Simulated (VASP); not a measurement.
A run of VASP 6.6.1 is set up as follows.

Contents of INCAR:

```
  PREC = Accurate
  ENCUT = 300
  EDIFF = 1E-7
  ISMEAR = 0
  SIGMA = 0.1
  LREAL = False
  LASPH = True
  NELM = 100
  ALGO = Fast
  ISIF = 3
  LWAVE = False
  LCHARG = False
  GGA = PS
  IBRION = 2
  NSW = 90
  EDIFFG = -0.005
```

Contents of KPOINTS:

```
Automatic mesh
0
Gamma
  15 15 15
```

The input POSCAR:

```
As
1.0
    1.8797500000      1.0852741700      3.4857666700
   -1.8797500000      1.0852741700      3.4857666700
    0.0000000000     -2.1705483400      3.4857666700
As
2
Direct
    0.2275400000      0.2275400000      0.2275400000
    0.7724600000      0.7724600000      0.7724600000
```

Potentials or basis: VASP PAW PBE potentials, release 64 (As).

Launch:

```sh
$ cat potpaw_PBE.64/As/POTCAR > POTCAR
$ mpirun -np 1 vasp_std > vasp.out
```

(1) Predict the relaxed cell.

(2) What does it give for the space group after relaxing (to 0.05 Å)?

Results:

(1) a = 4.010 Å, b = 4.010 Å, c = 4.010 Å, α = 56.38°, β = 56.38°, γ = 56.38°.

(2) R-3m (No. 166).
